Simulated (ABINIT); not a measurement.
Runs of ABINIT 10.8.3 (patched build) on Fe. The structure is orthorhombic, space group Fmmm (No. 69). The conventional cell has a = 2.997 Å, b = 3.883 Å, c = 3.930 Å, α = 90.00°, β = 90.00°, γ = 90.00°. Fe (site symmetry mmm) has 12 Fe at 2.45 to 2.76 Å as nearest neighbours. 

| smearing | gap on the mesh (eV) | pressure (GPa) | moment (μB) |
| --- | --- | --- | --- |
| fermi-dirac 0.2 eV | none | (b) | 2.16 |
| cold (ABINIT) 0.2 eV | none | -2.0 | 2.17 |
| gaussian 0.2 eV | none | -1.6 | 2.18 |
| cold-b (ABINIT) 0.2 eV | none | -2.0 | 2.17 |
| methfessel-paxton 0.2 eV | none | (a) | 2.17 |

Alike in all rows: task single point; level PBE; potentials or basis JTH PAW PBE v2.0; spin collinear, ferromagnetic start; cell as given; k mesh 13 × 13 × 13; cutoff (eV) 707.

Fill in the values left out.

(a) -1.9; (b) -1.0.

A gap of «none» marks a metal or a gap under the smearing width.
